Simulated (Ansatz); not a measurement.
## In: from a first guess to the relaxed fcc type

First guess:

```xyz
1
Lattice="0.0000 2.1394 2.1394 2.1394 0.0000 2.1394 2.1394 2.1394 0.0000" Properties=species:S:1:pos:R:3 pbc="T T T"
In    0.0000    0.0000    0.0000
```

Computed with Ansatz 0.2.0, DFT, PBE, PAW with Ansatz's default frozen-core files, scalar-relativistic.

Cell and atoms relax within the symmetry of the start on a 15×15×15 k mesh with 0.05 eV Fermi–Dirac smearing.

The start is built from a prototype, known or not as a phase of this compound; the cutoff is 420 eV.

Spin–orbit coupling is left out, though it moves levels of the heavy atoms by tenths of an eV or more.

**Question.** What is the pressure of the first guess?

**Answer.** 28.7 GPa.

**Question.** What does it relax to?

**Answer.** a = 4.791 Å, b = 4.791 Å, c = 4.791 Å, α = 90.00°, β = 90.00°, γ = 90.00° (conventional cell), 27.50 Å³ per atom:
```xyz
1
Lattice="0.0000 2.3956 2.3956 2.3956 0.0000 2.3956 2.3956 2.3956 0.0000" Properties=species:S:1:pos:R:3 pbc="T T T"
In    0.0000    0.0000    0.0000
```

**Question.** How much energy does the relaxation release?

**Answer.** 497 meV/atom.
